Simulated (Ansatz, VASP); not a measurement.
## One calculation of Ag, two programs

```xyz
2
Lattice="2.9300 0.0000 0.0000 -1.4650 2.5375 0.0000 0.0000 0.0000 4.7900" Properties=species:S:1:pos:R:3 pbc="T T T"
Ag    0.0000    1.6916    1.1975
Ag    1.4650    0.8458    3.5925
```

This isn't the form of Ag at room conditions, which is fcc.

Alike in both runs: task relaxation of cell and atoms; functional LDA; k mesh 9 × 9 × 4; occupations gaussian, width 0.1 eV; no spin polarisation.

```csv
,VASP,Ansatz
version,VASP 6.6.1,Ansatz 0.2.0
potentials or method,"VASP PAW LDA potentials, release 64 (Ag)","scalar-relativistic, plane waves, PAW"
plane-wave cutoff (eV),600,420
valence electrons in the cell,22,38
```

VASP gave:

* gap on the k mesh at the Fermi level, each at its own relaxed structure (eV): none
* relaxed volume (Å³/atom): 16.05
* relaxed cell length with the largest relative difference (Å): 4.664
* energy change over the relaxation (meV/atom): -65

Question: What did Ansatz give for the same quantities?

Answer: gap on the k mesh at the Fermi level, each at its own relaxed structure (eV): none; relaxed volume (Å³/atom): 16.05; relaxed cell length with the largest relative difference (Å): 4.667; energy change over the relaxation (meV/atom): -67.

A gap of «none» marks a metal or a gap that the smearing closes. The two sets of potentials don't hold the same shells in valence.

 LDA usually gives volumes a few per cent too small. Zero-point motion and thermal expansion aren't in these numbers.
